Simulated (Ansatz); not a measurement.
Wanted: the native input for an Ansatz 0.2.0 run.

* Task: band structure
* Functional: r2SCAN
* Potentials or basis: Ansatz PAW
* Cutoff: 500 eV (not typed: the program's choice for these potentials)
* k mesh: 11 × 11 × 11
* Occupations: fermi-dirac, width 0.05 eV
* Spin: no spin polarisation
* Path: [["G", "X", "W", "K", "G", "L", "U", "W", "L", "K"], ["U", "X"]]
* Points for each segment of the path: 14

Crystal: TiC.

```
Ti C
1.0
     0.00000    2.16572    2.16572
     2.16572    0.00000    2.16572
     2.16572    2.16572    0.00000
Ti C
1 1
Direct
  0.00000 0.00000 0.00000
  0.50000 0.50000 0.50000
```

The cell is a database's computed one.

One way to write it, as run:

input.yaml

```yaml
crystal:
  lattice:
    - [0.0, 2.1657188437, 2.1657188437]
    - [2.1657188437, 0.0, 2.1657188437]
    - [2.1657188437, 2.1657188437, 0.0]
  atoms:
    - { symbol: Ti, position: [0.0, 0.0, 0.0] }
    - { symbol: C, position: [0.5, 0.5, 0.5] }
hamiltonian:
  xc: r2scan
  pseudopotentials: { kind: paw }
kpoints:
  mp_grid: { grid: [11, 11, 11] }
  band_path:
    path:
      - [[0.0, 0.0, 0.0], [0.5, 0.0, 0.5], [0.5, 0.25, 0.75], [0.375, 0.375, 0.75], [0.0, 0.0, 0.0], [0.5, 0.5, 0.5], [0.625, 0.25, 0.625], [0.5, 0.25, 0.75], [0.5, 0.5, 0.5], [0.375, 0.375, 0.75]]
      - [[0.625, 0.25, 0.625], [0.5, 0.0, 0.5]]
    npoints: 14
scf:
  occupations: { method: fermi_dirac, width: 0.05 }
  n_extra_bands: 6
output:
  forces: true
  stress: true
  eigenvalues: true
  fatbands: false
```

Potentials or basis: Ansatz PAW.

The run is started by

```bash
$ ansatz run input.yaml --threads 2 --pin off --max-ram 5120MiB --backend cpu --events-out ev --progress --plain --runs-dir out
```

It gave:

```
Pressure               : -0.7 GPa
Band gap on the k mesh : none (metal or under the smearing width)
```

Caveat: the PAW data sets come from PBE, with cores solved anew for the run's functional, which leaves a small shift of forces and pressure.

Run time: 2.2 s on 2 threads of Arm Neoverse V1, with other jobs on the host, peak memory 0.34 GiB.
